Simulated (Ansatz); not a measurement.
# In: the cost of one run

Computed with Ansatz 0.2.0 (DFT LDA, scalar-relativistic, plane waves, PAW, unless a step's input says otherwise).

17 further runs of the same task are left out: 17 set aside as unsound or not needed.

## 1. The structure to begin with

It takes space group I4/mmm (No. 139, tetragonal). The conventional cell has a = 3.151 Å, b = 3.151 Å, c = 4.948 Å, α = 90.00°, β = 90.00°, γ = 90.00°. Around In (site symmetry 4/mmm) lie 12 In at 3.15 to 3.33 Å.

Coordinates:

```
In
1.0
    -1.57526    1.57526    2.47379
     1.57526   -1.57526    2.47379
     1.57526    1.57526   -2.47379
In
1
Direct
  0.00000 0.00000 0.00000
```

It is the result of an earlier relaxation at this level (volume 24.55 Å³/atom; gap on the mesh: none (metal)).

## 2. The scan

The energy is mapped over volume and the cell's shape.

- volume per atom: 7 values from 21.61 to 27.50 Å³
- c/a of the conventional cell: 7 values from 1.392 to 1.772

Nothing else is relaxed (symmetry fixes all fractional coordinates). Energies count from the relaxed crystal. Points are written as (first, second).

## 3. Grid point (21.61 Å³, 1.702)

File input.yaml:

```yaml
crystal:
  lattice:
    - [-1.4696260693, 1.4696260693, 2.5011566073]
    - [1.4696260693, -1.4696260693, 2.5011566073]
    - [1.4696260693, 1.4696260693, -2.5011566073]
  atoms:
    - { symbol: In, position: [0.0, 0.0, 0.0] }
basis:
  ecutwfc: 420
kpoints:
  mp_grid: { grid: [22, 22, 22] }
hamiltonian:
  xc: lda
  pseudopotentials: { kind: paw }
scf:
  occupations: { method: gaussian, width: 0.15 }
output:
  forces: true
  stress: true
  eigenvalues: true
```

Command:

```bash
ansatz run input.yaml --threads 1 --pin off --max-ram 2048MiB --backend cpu --events-out ev --progress --plain --runs-dir out
```

**Question.** How long does this run take on 1 thread of Arm Neoverse N1, shared host, and how much memory does it need?

About 21 s, with a peak of 0.46 GiB.
